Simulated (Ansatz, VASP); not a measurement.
**Zr: VASP beside Ansatz**

```
Zr
1.0
     3.23200   -0.03232   -0.03232
    -1.64399    2.81515   -0.01183
    -0.05147   -0.05147    5.14700
Zr
2
Direct
  0.33333 0.66667 0.25000
  0.66667 0.33333 0.75000
```

Change from the starting cell: equal xy, yz and zx shear strains of -2 %.

Alike in both runs: task single point; functional PBEsol; k mesh 13 × 13 × 7; occupations fermi-dirac, width 0.08 eV; no spin polarisation.

```csv
,VASP,Ansatz
version,VASP 6.6.1,Ansatz 0.2.0
potentials or method,"VASP PAW PBE potentials, release 64 (Zr_sv), cutoff 520 eV","all-electron LAPW, scalar-relativistic"
```

|  | VASP | Ansatz | Ansatz less VASP |
| --- | --- | --- | --- |
| pressure (GPa) | -3.2 | -3.2 | -0.03 |
| largest component of the traceless stress (GPa) | 0.92 | 0.92 | -0.002 |
| rms of the force components (eV/Å) | 0.023 | 0.023 | -0.0001 |

Atom by atom the forces differ by 0.000 eV/Å (rms over components). Ansatz ran all-electron here, so the differences hold the error of VASP's frozen core and of both bases.

Caveats: the PAW data sets were made with another functional, which shifts forces and pressure a little (VASP).
